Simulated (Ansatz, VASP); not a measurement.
## AlN: VASP beside Ansatz

```
Al N
1.0
     0.00000    2.03452    2.03452
     2.03452    0.00000    2.03452
     2.03452    2.03452    0.00000
Al N
1 1
Direct
  0.50000 0.50000 0.50000
  0.00000 0.00000 0.70509
```

Alike in both runs: task single point; functional LDA; k mesh 10 × 10 × 10; occupations gaussian, width 0.05 eV; no spin polarisation.

|  | VASP | Ansatz |
| --- | --- | --- |
| version | VASP 6.6.1 | Ansatz 0.2.0 |
| potentials or method | VASP PAW LDA potentials, release 64 (Al, N) | scalar-relativistic, plane waves, PAW |
| plane-wave cutoff (eV) | 520 | 420 |
| valence electrons in the cell | 8 | 8 |

Ansatz gave:

| Item | Value |
| --- | --- |
| gap on the k mesh at the Fermi level (eV) | 3.05 |
| least direct gap on the mesh (eV) | 4.06 |
| rms of the force components (eV/Å) | 4.412 |

Question: Estimate VASP's values.

Answer: gap on the k mesh at the Fermi level (eV): 3.01; least direct gap on the mesh (eV): 4.07; rms of the force components (eV/Å): 4.546.

Atom by atom the forces differ by 0.135 eV/Å (rms over components).

Caveats: forces of over 1 eV/Å show positions far from the minimum, so gaps and moduli don't describe the material at rest. A k mesh can miss the band edges.
